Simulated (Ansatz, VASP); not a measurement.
Ta: VASP beside Ansatz

```
Ta
1.0
    -1.65493    1.65493    1.65493
     1.65493   -1.65493    1.65493
     1.65493    1.65493   -1.65493
Ta
1
Cartesian
  0.0000 0.0000 0.0000
```

Alike in both runs: task relaxation of cell and atoms; functional PBE; k mesh 18 × 18 × 18; occupations gaussian, width 0.1 eV; no spin polarisation.

```csv
,VASP,Ansatz
version,VASP 6.6.1,Ansatz 0.2.0
potentials or method,"VASP PAW PBE potentials, release 64 (Ta_pv)","scalar-relativistic, plane waves, PAW"
plane-wave cutoff (eV),600,420
valence electrons in the cell,11,13
```

|  | VASP | Ansatz | Ansatz less VASP |
| --- | --- | --- | --- |
| gap on the k mesh at the Fermi level, each at its own relaxed structure (eV) | none | none | - |
| relaxed volume (Å³/atom) | 18.29 | 18.28 | -0.008 |
| relaxed cell length with the largest relative difference (Å) | 2.875 | 2.874 | -0.0004 |

A gap of «none» marks a metal or a gap that the smearing closes. The two sets of potentials don't hold the same shells in valence.

Spin-orbit coupling is left out, which matters for the levels of Ta.
